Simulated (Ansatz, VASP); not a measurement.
# Eu: VASP beside Ansatz

```
CELL_PARAMETERS angstrom
-2.48083 2.48083 2.48083
2.48083 -2.48083 2.48083
2.48083 2.48083 -2.48083
ATOMIC_POSITIONS crystal
Eu 0.00000 0.00000 0.00000
```

Change from the starting cell: volume scaled by 1.25.

Alike in both runs: functional PBEsol; dispersion D4; k mesh 6 × 6 × 6; occupations gaussian, width 0.1 eV; non-collinear spin, spin-orbit coupling; Hubbard terms Eu f U = 6.0 eV.

```csv
,VASP,Ansatz
version,VASP 6.6.1,Ansatz 0.2.0
potentials or method,"VASP PAW PBE potentials, release 64 (Eu), cutoff 520 eV","all-electron LAPW, relativistic spinors"
task,single point,density of states
```

|  | VASP | Ansatz | Ansatz less VASP |
| --- | --- | --- | --- |
| gap on the k mesh at the Fermi level (eV) | none | none | - |
| pressure (GPa) | -2.7 | -2.9 | -0.18 |
| net moment per atom (μB) | 7.28 | 7.30 | +0.022 |
| dispersion energy (meV/atom) | -74.5 | -74.6 | -0.16 |

The programs project onto different local orbitals, so the same U acts differently. A gap of «none» marks a metal or a gap that the smearing closes. Ansatz ran all-electron here, so the differences hold the error of VASP's frozen core and of both bases.

Caveats: the PAW data sets were made with another functional, which shifts forces and pressure a little (VASP); the magnetic state may not be the lowest (Ansatz); an open f shell can end in a state above the lowest (Ansatz); U is the effective U less J, on atomic orbitals that reach past the spheres (Ansatz); the k mesh is thin for a metal, which can move the energy by tens of meV per atom (Ansatz); pairwise dispersion overbinds metals, which lowers pressure and volume (Ansatz); the density of states is complete only up to the lowest level of the last band computed (Ansatz). The state reached can hang on the start; a lower one may exist.
